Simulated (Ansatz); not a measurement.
A plane-wave DFT run in Ansatz 0.2.0 (scalar-relativistic PAW potentials unless the input names others): input and command.

```yaml
crystal:
  lattice:
    - [4.6090098925, 0.0, 0.0]
    - [0.0, 4.6090098925, 0.0]
    - [0.0, 0.0, 4.6090098925]
  atoms:
    - { symbol: Cs, position: [0.0, 0.0, 0.0] }
    - { symbol: I, position: [0.5, 0.5, 0.5] }
basis:
  ecutwfc: 500
kpoints:
  mp_grid: { grid: [6, 6, 6] }
hamiltonian:
  xc: r2scan
scf:
  occupations: { method: gaussian, width: 0.02 }
  n_extra_bands: 16
output:
  forces: true
  eigenvalues: true
  stress: true
```

```bash
ansatz run input.yaml --threads 1 --pin off --max-ram 2560MiB --backend cpu --events-out ev --progress --plain --runs-dir out
```

Abridged log:
```
Basis set: ecut = 500 eV, 2517 PW (Γ), exchange–correlation on 144×144×144 points (64 copies of the dense FFT grid, shifted against one another)
Bands: 29, of which v1, the nominal top of the filled ones, is band 13 counted from 1 (12 counted from 0)
Symmetry: 48 space group operations
k-points: 20 of 216
SCF iter   1: F=—  HF=-13217.496264 eV  |F-HF|=—  |Δ(HF+E_count)|=         —  Δρ=2.51e-3  dr2=6.90e-3  dr2_τ=6.44e-4  ethr=1.77e-3  ⟨swp⟩=9.0  Hψ=3433  notcnv=0  defer=60
SCF iter   2: F=—  HF=-13217.508175 eV  |F-HF|=—  |Δ(HF+E_count)|=   1.19e-2  Δρ=1.09e-3  dr2=1.24e-3  dr2_τ=7.81e-5  ethr=2.66e-5  ⟨swp⟩=3.0  Hψ=1143  notcnv=0  defer=189
SCF iter   3: F=—  HF=-13217.507950 eV  |F-HF|=—  |Δ(HF+E_count)|=   2.25e-4  Δρ=2.41e-4  dr2=3.65e-5  dr2_τ=6.05e-6  ethr=4.76e-6  ⟨swp⟩=2.9  Hψ=768  notcnv=0  defer=189
SCF iter   4: F=—  HF=-13217.507986 eV  |F-HF|=—  |Δ(HF+E_count)|=   3.62e-5  Δρ=4.51e-5  dr2=1.67e-6  dr2_τ=7.69e-8  ethr=1.40e-7  ⟨swp⟩=2.0  Hψ=561  notcnv=0  defer=189
SCF iter   5: F=-13217.507988 eV  HF=-13217.507988 eV  |F-HF|=3.27e-8  |Δ(HF+E_count)|=   1.89e-6  Δρ=4.72e-6  dr2=2.35e-8  dr2_τ=1.44e-9  ethr=6.43e-9  ⟨swp⟩=2.0  Hψ=532  notcnv=0  defer=189
SCF iter   6: F=-13217.507988 eV  HF=-13217.507988 eV  |F-HF|=3.69e-10  |Δ(HF+E_count)|=   3.68e-8  Δρ=1.01e-6  dr2=7.81e-10  dr2_τ=1.27e-10  ethr=9.04e-11  ⟨swp⟩=10.3  Hψ=3818  notcnv=0
SCF 1 converged in 6 iterations: F = -13217.507988 eV  dr2 = 7.81e-10
SCF converged after 6 iterations
Free energy (F): -13217.507988 eV
Harris-Foulkes:  -13217.507988 eV  (|F-HF|=3.69e-10)
Internal energy: -13217.507988 eV  (E = F + TS)
E sigma→0 (E₀):  -13217.507988 eV
Fermi energy:    5.684425 eV
--- Forces (eV/Å), atoms counted from 1 ---
  atom   1  Cs     0.00000000     0.00000000     0.00000000
  atom   2  I      0.00000000     0.00000000     0.00000000
--- Stress (GPa, compression-positive) ---
        0.014414       0.000000       0.000000
        0.000000       0.014414       0.000000
        0.000000       0.000000       0.014414
  P = ⅓ Tr σ = 0.0144 GPa (0.144 kbar)
```

Apart from outputs and the relaxation, which only the reference makes, the input differs from a reference run on usual settings in scf.n_extra_bands: not typed → 16. The reference, at the same geometry, ended its own course with pressure 0.01 GPa, largest force 0.000 eV/Å, gap on the mesh 4.51 eV. This run converged in 6 SCF iterations with an energy at zero smearing within 0.01 meV/atom of the reference's, pressure 0.01 GPa, largest force 0.000 eV/Å, gap on the mesh 4.51 eV.

Time: 8.1 s on 1 thread of Arm Neoverse V1, on a shared host, peak memory 0.55 GiB.